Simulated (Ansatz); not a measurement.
# Ga: response to strain

Aim: deform Ga (equal xx and yy strain of +3 %) and compute stress, forces and field gradients with LAPW, PAW and all-electron datasets made for the crystal.

Computed with Ansatz 0.2.0 (DFT PBE, scalar-relativistic, unless a step's input says otherwise).

## (1) The structure to begin with

The structure is monoclinic, space group C2/c (No. 15). Conventional cell: a = 2.766 Å, b = 8.053 Å, c = 3.332 Å, α = 90.00°, β = 92.02°, γ = 90.00°. Around Ga (site symmetry 2) lie 8 Ga at 2.69 to 2.92 Å.

Coordinates:

```xyz
2
Lattice="1.3830 -4.0265 0.0000 1.3830 4.0265 0.0000 -0.1174 0.0000 3.3299" Properties=species:S:1:pos:R:3 pbc="T T T"
Ga    1.3536   -2.9716    0.8325
Ga    1.2949    2.9716    2.4974
```

Atoms are numbered in the order of the input: Ga1, Ga2.

## (2) After the deformation

Space group C2/c before, C2/c after.

## (3) All-electron LAPW

Input file input.yaml:

```yaml
crystal:
  lattice:
    - [1.42449, -4.147295, 0.0]
    - [1.42449, 4.147295, 0.0]
    - [-0.1209735, 0.0, 3.32993]
  atoms:
    - { symbol: Ga, position: [0.869, 0.131, 0.25] }
    - { symbol: Ga, position: [0.131, 0.869, 0.75] }
kpoints:
  mp_grid: { grid: [14, 14, 11] }
  band_path:
    path:
      - [0.0, 0.0, 0.0]
      - [-0.5, 0.5, 0.0]
      - [-0.5, 0.5, 0.5]
      - [0.0, 0.0, 0.5]
      - [0.0, 0.0, 0.0]
      - [-0.5, 0.0, 0.5]
      - [0.0, 0.0, 0.0]
      - [-0.5, 0.0, 0.0]
    npoints: 5
scf:
  occupations: { method: fermi_dirac, width: 0.03 }
hamiltonian:
  xc: pbe
  pseudopotentials: { kind: all_electron, lapw: { basis_error: 0.0005 } }
output:
  forces: true
  stress: true
  eigenvalues: true
```

The run is started by

```sh
> ansatz run input.yaml --threads 1 --pin off --max-ram 3072MiB --backend cpu --events-out ev --progress --plain --runs-dir out
```

The log of the run, shortened:

```text
LAPW: plane waves up to 8.328 Å⁻¹, error target 5.0e-4 eV per atom; small_component_spin mean_spin; Ga in spheres of 1.369 Å, 21 of its electrons in bands, Dirac shells []
[...]
Pseudopotentials: kind: all_electron
Pseudopotential: Ga, LAPW, valence charge 21, Koelling and Harmon's equation, gaussian nucleus
Functional definition: PBE
[...]
Crystal: 2 atoms, lattice volume = 39.345 Å³
Basis set: ecut = 264.2426821109897 eV, 385 PW (Γ), FFT grids on a1+a2, a2, a3, exchange–correlation at level 2
Bands: 26, of which v1, the nominal top of the filled ones, is band 21 counted from 1 (20 counted from 0)
Symmetry: 4 space group operations
Space group: C2/c (ITA 15), of the structure as read, at distance tolerance 3.4e-5 Å
k-points: 582 of 2156
[...]
SCF iter   1: F=—  HF=-105799.708822 eV  |F-HF|=—  |Δ(HF+E_count)|=         —  Δρ=1.12e-2  dr2=3.17e-2  ethr=7.52e-5  ⟨swp⟩=3.0  Hψ=102161  notcnv=0
[...]
SCF iter   8: F=-105799.652790 eV  HF=-105799.652790 eV  |F-HF|=5.89e-9  |Δ(HF+E_count)|=   7.19e-9  Δρ=7.76e-6  dr2=3.11e-8  ethr=7.86e-10  ⟨swp⟩=2.8  Hψ=43297  notcnv=0
[...]
NSCF: frozen V_eff on 36 k-points
SCF converged after 8 iterations
Free energy (F): -105799.652790 eV
[...]
E sigma→0 (E₀):  -105799.651818 eV
Entropy (-TS):   -0.001945 eV (-0.972 meV/atom)
Fermi energy:    11.098519 eV
[...]
--- Forces (eV/Å), atoms counted from 1 ---
  atom   1  Ga    -0.00000000     0.16807484     0.00000000
  atom   2  Ga     0.00000000    -0.16807484    -0.00000000
[...]
--- Stress (GPa, compression-positive) ---
       -1.195302       0.000000       0.219164
        0.000000      -1.134070      -0.000000
        0.219164      -0.000000      -0.913242
  P = ⅓ Tr σ = -1.0809 GPa (-10.809 kbar)
--- Band table (eV; the first three rows and the last of 582) ---
  k-point 0: bands = ["-132.6443", "-132.6437", "-83.3879", "-83.3846", "-83.3704", "-83.3700", "-83.3687", "-83.3629", "-3.9509", "-3.9475", "-3.9104", "-3.8838", "-3.6673", "-3.6649", "-3.6406", "-3.6370", "-3.6309", "-3.5034", "0.3044", "9.0194", "9.2101", "13.1722", "16.8315", [...]
[...]
```

Run time: 81 s. Hardware: 1 thread of Intel Xeon Platinum 8488C (Sapphire Rapids), shared host; peak memory 1.2 GiB.

Result: pressure -1.08 GPa; no gap; largest force 0.168 eV/Å.

## (4) PAW on the default files

Input file input.yaml:

```yaml
crystal:
  lattice:
    - [1.42449, -4.147295, 0.0]
    - [1.42449, 4.147295, 0.0]
    - [-0.1209735, 0.0, 3.32993]
  atoms:
    - { symbol: Ga, position: [0.869, 0.131, 0.25] }
    - { symbol: Ga, position: [0.131, 0.869, 0.75] }
kpoints:
  mp_grid: { grid: [14, 14, 11] }
scf:
  occupations: { method: fermi_dirac, width: 0.03 }
hamiltonian:
  xc: pbe
  pseudopotentials: { kind: paw }
output:
  forces: true
  stress: true
  eigenvalues: true
  efg: { contact_densities: true }
```

The run is started by

```sh
> ansatz run input.yaml --threads 1 --pin off --max-ram 3072MiB --backend cpu --events-out ev --progress --plain --runs-dir out
```

The log of the run, shortened:

```text
[...]
Pseudopotentials: kind: paw
Pseudopotential: Ga, paw, valence charge 13, recommended cutoff 420 eV (normal)
[... 1 set-up line as earlier in the session ...]
[...]
Crystal: 2 atoms, lattice volume = 39.345 Å³
Basis set: ecut = 420 eV, 775 PW (Γ), exchange–correlation on 60×60×48 points (8 copies of the dense FFT grid, shifted against one another)
Bands: 17, of which v1, the nominal top of the filled ones, is band 13 counted from 1 (12 counted from 0)
[... 2 set-up lines as earlier in the session ...]
k-points: 582 of 2156
[...]
SCF iter   1: F=—  HF=-7565.999732 eV  |F-HF|=—  |Δ(HF+E_count)|=         —  Δρ=1.11e-3  dr2=6.87e-4  ethr=1.77e-3  ⟨swp⟩=5.9  Hψ=47516  notcnv=0
[...]
  atom   1  Ga     0.00000000     0.16796768    -0.00000000
  atom   2  Ga    -0.00000000    -0.16796768     0.00000000
[...]
--- Stress (GPa, compression-positive) ---
       -1.212155       0.000000       0.218898
        0.000000      -1.146466      -0.000000
        0.218898      -0.000000      -0.933577
  P = ⅓ Tr σ = -1.0974 GPa (-10.974 kbar)
--- PAW observables at the nuclei: V_zz in 10²¹ V/m², potentials from the cell's mean, atoms counted from 1 ---
  atom   1  Ga V_zz =    +2.317845   η = 0.6141   by run symmetry: allowed
            electrostatic potential = -4132.367311 V   contact ρ = 187441.945173 e/Å³
  atom   2  Ga V_zz =    +2.317845   η = 0.6141   by run symmetry: allowed
            electrostatic potential = -4132.367311 V   contact ρ = 187441.945173 e/Å³
--- Band table (eV; the first three rows and the last of 582) ---
  k-point 0: bands = ["-5.9243", "-5.9210", "-5.8835", "-5.8564", "-5.6399", "-5.6384", "-5.6132", "-5.6104", "-5.6040", "-5.4769", "-1.6669", "7.0483", "7.2372", "11.2002", "14.8605", "17.9898", "18.6610"]
[...]
```

Wall time 12 s (1 thread of Intel Xeon Platinum 8488C (Sapphire Rapids), shared host); peak memory 0.63 GiB.

Read from it: pressure -1.10 GPa; no gap; largest force 0.168 eV/Å; Vzz Ga1 2.32 (η = 0.61) (10²¹ V/m²).

## (5) All-electron PAW on datasets made for the crystal

input.yaml, as its differences from that of step 4:

```diff
@@ -14,3 +14,3 @@
   xc: pbe
-  pseudopotentials: { kind: paw }
+  pseudopotentials: { kind: all_electron, datasets: crystal }
 output:
```

The run is started by

```sh
> ansatz run input.yaml --threads 1 --pin off --max-ram 3072MiB --backend cpu --events-out ev --progress --plain --runs-dir out
```

The log of the run, shortened:

```text
[...]
[... 1 set-up line as earlier in the session ...]
Pseudopotential: Ga, paw, valence charge 13, recommended cutoff 240 eV (normal), Koelling and Harmon's equation, gaussian nucleus
[... 1 set-up line as earlier in the session ...]
[...]
Crystal: 2 atoms, lattice volume = 39.345 Å³
Basis set: ecut = 240 eV, 341 PW (Γ), exchange–correlation on 48×48×36 points (8 copies of the dense FFT grid, shifted against one another)
Bands: 17, of which v1, the nominal top of the filled ones, is band 13 counted from 1 (12 counted from 0)
[... 2 set-up lines as earlier in the session ...]
k-points: 582 of 2156
[...]
SCF iter   1: F=—  HF=-105799.645771 eV  |F-HF|=—  |Δ(HF+E_count)|=         —  Δρ=1.77e-2  dr2=1.27e-1  ethr=4.98e-4  ⟨swp⟩=3.9  Hψ=51281  notcnv=0
[...]
--- Forces (eV/Å), atoms counted from 1 ---
  atom   1  Ga     0.00000000     0.16817074    -0.00000000
  atom   2  Ga    -0.00000000    -0.16817074     0.00000000
[...]
--- Stress (GPa, compression-positive) ---
       -1.194556       0.000000       0.219342
        0.000000      -1.132187      -0.000000
        0.219342      -0.000000      -0.912323
  P = ⅓ Tr σ = -1.0797 GPa (-10.797 kbar)
--- PAW observables at the nuclei: V_zz in 10²¹ V/m², potentials from the cell's mean, atoms counted from 1 ---
  atom   1  Ga V_zz =    +2.334917   η = 0.6173   by run symmetry: allowed
            electrostatic potential = -4132.352315 V   contact ρ = 187511.670250 e/Å³
  atom   2  Ga V_zz =    +2.334917   η = 0.6173   by run symmetry: allowed
            electrostatic potential = -4132.352315 V   contact ρ = 187511.670250 e/Å³
--- Band table (eV; the first three rows and the last of 582) ---
  k-point 0: bands = ["-3.9507", "-3.9470", "-3.9103", "-3.8839", "-3.6675", "-3.6645", "-3.6408", "-3.6366", "-3.6306", "-3.5032", "0.3044", "9.0194", "9.2102", "13.1723", "16.8315", "19.9655"]
[...]
```

It took 62 s on 1 thread of Intel Xeon Platinum 8488C (Sapphire Rapids), shared host; peak memory 0.97 GiB.

Read from it: pressure -1.08 GPa; no gap; largest force 0.168 eV/Å; Vzz Ga1 2.33 (η = 0.62) (10²¹ V/m²).

## (6) Side by side

Stress (GPa, compression positive):

| method | xx | yy | zz | yz | xz | xy |
| --- | --- | --- | --- | --- | --- | --- |
| LAPW | -1.20 | -1.13 | -0.91 | 0.00 | 0.22 | 0.00 |
| PAW | -1.21 | -1.15 | -0.93 | 0.00 | 0.22 | 0.00 |
| crystal datasets | -1.19 | -1.13 | -0.91 | 0.00 | 0.22 | 0.00 |

Forces (eV/Å):

| atom | LAPW x | LAPW y | LAPW z | PAW x | PAW y | PAW z | crystal datasets x | crystal datasets y | crystal datasets z |
| --- | --- | --- | --- | --- | --- | --- | --- | --- | --- |
| Ga1 | 0.000 | 0.168 | 0.000 | 0.000 | 0.168 | 0.000 | 0.000 | 0.168 | 0.000 |
| Ga2 | 0.000 | -0.168 | 0.000 | 0.000 | -0.168 | 0.000 | 0.000 | -0.168 | 0.000 |

| method | pressure (GPa) | largest force (eV/Å) | Vzz Ga1 (10²¹ V/m²) | SCF cycles, all passes |
| --- | --- | --- | --- | --- |
| LAPW | -1.08 | 0.168 | – | 8 |
| PAW | -1.10 | 0.168 | 2.32 | 6 |
| crystal datasets | -1.08 | 0.168 | 2.33 | 9 |

## (7) What came out

```
                                 quantity                                              value
                                 pressure  LAPW -1.08, PAW -1.10, crystal datasets -1.08 GPa
largest shear or deviatoric stress (LAPW)                                           0.22 GPa
```

The largest part of the stress beyond the pressure is 0.22 GPa in size, in the xz component; the atoms are carried along and not relaxed. No run of the undeformed cell stands beside it, so the pressure holds what the given cell had before the change. PAW: stress within 0.02 GPa of LAPW, forces within 1 meV/Å. Crystal datasets: stress within 0.01 GPa of LAPW, forces within 1 meV/Å.
